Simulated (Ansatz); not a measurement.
Crystal: CdSe (Cadmoselite).

```
Cd Se
1.0
     4.30000    0.00000    0.00000
    -2.15000    3.72391    0.00000
     0.00000    0.00000    7.02000
Cd Se
2 2
Direct
  0.66728 0.33141 0.50014
  0.33908 0.67993 0.00047
  0.67413 0.32745 0.87992
  0.32728 0.66230 0.38410
```

The cell isn't the ideal one: atoms moved at random, drawn with an rms of 0.05 Å.

Below is the output of Ansatz 0.2.0 for this cell. Logs are shortened: lines on timing, memory, paths and dates and some standing lists are left out, and cuts for length are marked.

```text
Warning: RAYON_NUM_THREADS=2 ignored (pool sized by the plan → 2); use --threads N
Cd: projections on atomic orbitals take those of the free atom 1s2 2s2 2p6 3s2 3p6 3d10 4s2 4p6 4d10 5s2, of charge +0.00 (hamiltonian.pseudopotentials.projection_atoms)
Se: projections on atomic orbitals take those of the free atom 1s2 2s2 2p6 3s2 3p6 3d10 4s2 4p4, of charge +0.00 (hamiltonian.pseudopotentials.projection_atoms)
LAPW: plane waves up to 8.788 Å⁻¹, error target 1.0e-3 eV per atom; small_component_spin mean_spin; Se in spheres of 1.231 Å, 24 of its electrons in bands, Dirac shells []; Cd in spheres of 1.325 Å, 30 of its electrons in bands, Dirac shells [] (how accurate: hamiltonian.pseudopotentials.lapw.basis_error, Limitations)
Engine: ansatz 0.2.0, aarch64-unknown-linux-gnu
Pseudopotentials: kind: all_electron
Pseudopotential: Cd, LAPW, valence charge 30, lapw/all_electron/scalar/gaussian/Cd, Koelling and Harmon's equation, gaussian nucleus
Pseudopotential: Se, LAPW, valence charge 24, lapw/all_electron/scalar/gaussian/Se, Koelling and Harmon's equation, gaussian nucleus
Functional definition: PBE
  parameter kappa = 0.804
  parameter beta = 0.06672455060314922
  exchange = pbe_x(kappa = kappa, mu = beta*pi^2/3)
[... 50 lines left out ...]
        2.992449       0.700911       0.079577
        0.700911       4.128391      -0.505231
        0.079577      -0.505231       2.115510
  P = ⅓ Tr σ = 3.0788 GPa (30.788 kbar)
--- Band table (eV; the first three rows and the last of 99) ---
  k-point 0: bands = ["-380.8597", "-380.8586", "-380.8562", "-380.8557", "-380.8532", "-380.8494", "-380.8476", "-380.8472", "-380.8453", "-380.8426", "-198.7907", "-198.7811", "-138.2613", "-138.2583", "-138.2560", "-138.2521", "-138.2465", "-138.2406", "-93.4594", "-93.4570", "-54.5291", "-54.5274", "-54.5266", "-54.5260", "-54.5247", "-54.5235", "-38.4777", "-38.4762", "-38.4715", "-38.4699", "-38.4684", "-38.4675", "-38.4672", "-38.4618", "-38.4555", "-38.4541", "-4.4241", "-4.0525", "0.2223", "0.2572", "0.2799", "0.2941", "0.3327", "0.5923", "0.5978", "0.6573", "0.6610", "0.9371", "3.8916", "7.3788", "7.5062", "8.1423", "8.1664", "8.1961", "8.8687", "10.3362", "14.0176", "14.1112", "14.3151", "15.0742", "15.3228", "15.8825", "17.5178", "17.5834", "17.6645"]
  k-point 1: bands = ["-380.8597", "-380.8586", "-380.8562", "-380.8557", "-380.8532", "-380.8494", "-380.8476", "-380.8472", "-380.8453", "-380.8426", "-198.7907", "-198.7811", "-138.2613", "-138.2583", "-138.2560", "-138.2521", "-138.2465", "-138.2406", "-93.4594", "-93.4570", "-54.5291", "-54.5274", "-54.5266", "-54.5260", "-54.5247", "-54.5235", "-38.4777", "-38.4762", "-38.4715", "-38.4699", "-38.4684", "-38.4675", "-38.4672", "-38.4618", "-38.4554", "-38.4541", "-4.3695", "-4.1060", "0.2305", "0.2595", "0.2833", "0.3049", "0.3408", "0.6034", "0.6086", "0.6497", "0.6533", "0.7549", "4.4041", "6.9858", "7.4830", "7.5988", "8.0342", "8.0903", "9.9029", "10.4360", "13.8764", "14.0899", "14.1999", "14.8116", "15.0319", "15.1614", "17.6640", "18.0029", "18.1273"]
  k-point 2: bands = ["-380.8597", "-380.8586", "-380.8562", "-380.8557", "-380.8532", "-380.8494", "-380.8476", "-380.8472", "-380.8453", "-380.8426", "-198.7907", "-198.7811", "-138.2613", "-138.2583", "-138.2560", "-138.2521", "-138.2465", "-138.2406", "-93.4594", "-93.4570", "-54.5291", "-54.5274", "-54.5266", "-54.5260", "-54.5247", "-54.5235", "-38.4777", "-38.4762", "-38.4715", "-38.4699", "-38.4684", "-38.4675", "-38.4672", "-38.4618", "-38.4554", "-38.4541", "-4.2450", "-4.2295", "0.2476", "0.2544", "0.2724", "0.3065", "0.4743", "0.4870", "0.6261", "0.6284", "0.6316", "0.6383", "5.5619", "5.5961", "7.7138", "7.7617", "7.8114", "7.8885", "10.5103", "10.5554", "13.9139", "14.0877", "14.3038", "14.3913", "14.4870", "14.6315", "18.2242", "18.2304", "19.1853"]
  k-point 98: bands = ["-380.8597", "-380.8586", "-380.8562", "-380.8557", "-380.8532", "-380.8494", "-380.8476", "-380.8472", "-380.8453", "-380.8426", "-198.7907", "-198.7811", "-138.2613", "-138.2583", "-138.2560", "-138.2521", "-138.2465", "-138.2406", "-93.4594", "-93.4570", "-54.5291", "-54.5275", "-54.5267", "-54.5261", "-54.5248", "-54.5235", "-38.4778", "-38.4762", "-38.4715", "-38.4699", "-38.4684", "-38.4675", "-38.4671", "-38.4618", "-38.4554", "-38.4541", "-4.0779", "-3.9567", "0.3388", "0.3643", "0.4295", "0.4453", "0.5448", "0.5617", "0.6270", "0.6443", "0.7631", "1.0133", "4.1899", "4.7331", "5.9462", "6.2852", "6.9539", "7.3123", "11.4621", "12.3011", "13.2950", "13.6763", "14.5107", "15.0227", "15.7644", "16.7033", "17.6778", "18.3423", "19.5589"]
--- Löwdin populations: 4 sites ---
  site symbol       q [e]
     0     Cd     46.7632
     1     Cd     46.7694
     2     Se     35.0484
     3     Se     35.0476
  spilling = 0.002265 (of n_electrons = 164.000000)
```

Problem. What input gives this log?

Solution. Single point with PBE, no spin polarisation. The files as run (others can give the same):

input.yaml
```yaml
crystal:
  lattice:
    - [4.3, 0.0, 0.0]
    - [-2.15, 3.7239092363, 0.0]
    - [0.0, 0.0, 7.02]
  atoms:
    - { symbol: Cd, position: [0.667276, 0.331414, 0.500145] }
    - { symbol: Cd, position: [0.339084, 0.679925, 0.000467] }
    - { symbol: Se, position: [0.674133, 0.327455, 0.879915] }
    - { symbol: Se, position: [0.327276, 0.662299, 0.3841] }
kpoints:
  mp_grid: { grid: [7, 7, 4] }
scf:
  occupations: { method: fermi_dirac, width: 0.05 }
hamiltonian:
  xc: pbe
  pseudopotentials: { kind: all_electron, lapw: { basis_error: 0.001 } }
output:
  forces: true
  stress: true
  eigenvalues: true
  populations: true
```

Potentials or basis: all-electron LAPW, scalar-relativistic.
Launch:
```bash
$ ansatz run input.yaml --threads 2 --pin off --max-ram 6144MiB --backend cpu --events-out ev --progress --plain --runs-dir out
```
